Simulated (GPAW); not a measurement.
## FeO in GPAW: convergence with k mesh

The system is FeO.

```xyz
2
Lattice="2.6125 0.0000 0.0000 0.0000 2.6125 0.0000 0.0000 0.0000 2.6125" Properties=species:S:1:pos:R:3 pbc="T T T"
Fe    0.0000    0.0000    0.0000
O     1.3062    1.3062    1.3062
```

The cell comes from a database or a generator and needn't be the stable form of this composition.

| Item | Value |
| --- | --- |
| Program | GPAW 26.7.0 |
| Task | convergence study |
| Functional | LDA |
| Potentials or basis | the program's PAW data sets (release 1.2.1) made for this functional |
| Cutoff | 800 eV |
| Basis | pw |
| k mesh | 2 × 2 × 2 |
| Occupations | fermi-dirac, width 0.05 eV |
| Spin | collinear spin, ferromagnetic start |
| Starting moments | [3.0, 0.0] μB |

These are the settings of the first run; the series varies k mesh, with any setting tied to it.

Hardware: 1 thread of Arm Neoverse V1, on a shared host.

**Question.** The values tried are 2 × 2 × 2, 3 × 3 × 3, 4 × 4 × 4, 5 × 5 × 5, 6 × 6 × 6, 8 × 8 × 8, 9 × 9 × 9, 11 × 11 × 11, 13 × 13 × 13, loosest first. From which on does the largest site moment stay within 0.02 μB of the tightest run that finished?

**Answer.** From 6 × 6 × 6 on.

| k mesh | energy less the tightest run, at zero smearing (meV/atom) | pressure (GPa) | largest site moment (μB) | SCF cycles | CPU time (s) | peak memory (GiB) |
| --- | --- | --- | --- | --- | --- | --- |
| 2 × 2 × 2 | 276.54 | -34.67 | 1.84 | 17 | 7.1 | 0.14 |
| 3 × 3 × 3 | 126.75 | -7.01 | 3.41 | 11 | 5.2 | 0.14 |
| 4 × 4 × 4 | 55.63 | -12.42 | 3.21 | 11 | 9.2 | 0.14 |
| 5 × 5 × 5 | 3.20 | -10.22 | 3.35 | 12 | 9.4 | 0.14 |
| 6 × 6 × 6 | -9.26 | -8.77 | 3.43 | 11 | 15 | 0.14 |
| 8 × 8 × 8 | 6.88 | -8.79 | 3.41 | 12 | 26 | 0.15 |
| 9 × 9 × 9 | 0.25 | -9.24 | 3.40 | 12 | 26 | 0.15 |
| 11 × 11 × 11 | 2.55 | -8.43 | 3.43 | 12 | 40 | 0.17 |
| 13 × 13 × 13 | 0.00 | -8.80 | 3.41 | 12 | 57 | 0.19 |

Not settled before the last step: the energy (to 1 meV/atom), the pressure (to 0.1 GPa). Meshes of other sizes hit other points, so gaps and Fermi surfaces needn't settle smoothly. The tightest run that finished is the yardstick and may itself not be fully converged.

Caveat, for the tightest run too: a cell with one magnetic atom can't hold antiferromagnetic order, which such compounds often take; semilocal functionals often make such compounds metallic where correlation or magnetic order opens a gap, which also shifts bond lengths.
